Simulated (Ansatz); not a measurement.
Input and command of a plane-wave DFT calculation in Ansatz:

```yaml
crystal:
  lattice:
    - [-4.5970611961, 0.0, 2.9539227275]
    - [4.5970611961, 0.0, 2.9539227275]
    - [0.0, 4.5970611961, -2.9539227275]
  atoms:
    - { symbol: Ti, position: [0.5, 0.5, 0.0] }
    - { symbol: Ti, position: [0.0, 0.0, 0.0] }
    - { symbol: Ti, position: [0.25, 0.75, 0.5] }
    - { symbol: Ti, position: [0.75, 0.25, 0.5] }
    - { symbol: O, position: [0.5546176111, 0.75, 0.8046176111] }
    - { symbol: O, position: [0.0546176111, 0.25, 0.8046176111] }
    - { symbol: O, position: [0.0, 0.3046176111, 0.3046176111] }
    - { symbol: O, position: [0.5, 0.8046176111, 0.3046176111] }
    - { symbol: O, position: [0.0, 0.6953823889, 0.6953823889] }
    - { symbol: O, position: [0.5, 0.1953823889, 0.6953823889] }
    - { symbol: O, position: [0.9453823889, 0.75, 0.1953823889] }
    - { symbol: O, position: [0.4453823889, 0.25, 0.1953823889] }
basis:
  ecutwfc: 500
kpoints:
  mp_grid: { grid: [6, 6, 6] }
hamiltonian:
  xc: r2scan
scf:
  occupations: { method: gaussian, width: 0.02 }
output:
  forces: true
  stress: true
  eigenvalues: true
relax:
  adjacent_minimum: "off"
  f_tol: 0.015
  max_steps: 60
  cell: { stress_tol: 0.15 }
```

```bash
ansatz run input.yaml --threads 2 --pin off --max-ram 5120MiB --backend cpu --events-out ev --progress --plain --runs-dir out
```

Processor: Intel(R) Xeon(R) Platinum 8259CL CPU @ 2.50GHz (Skylake/Cascade Lake), 2 threads, on a host shared with other jobs.

Problem. Estimate time, memory and problem size.

Solution. About 27 s on 2 threads of Intel(R) Xeon(R) Platinum 8259CL CPU @ 2.50GHz (Skylake/Cascade Lake), on a shared host, peak memory 0.85 GiB. It solves 60 bands at 30 k points (the mesh reduced by symmetry) with about 3135 plane waves (on the last cell), in 11 SCF iterations over 2 ionic steps.
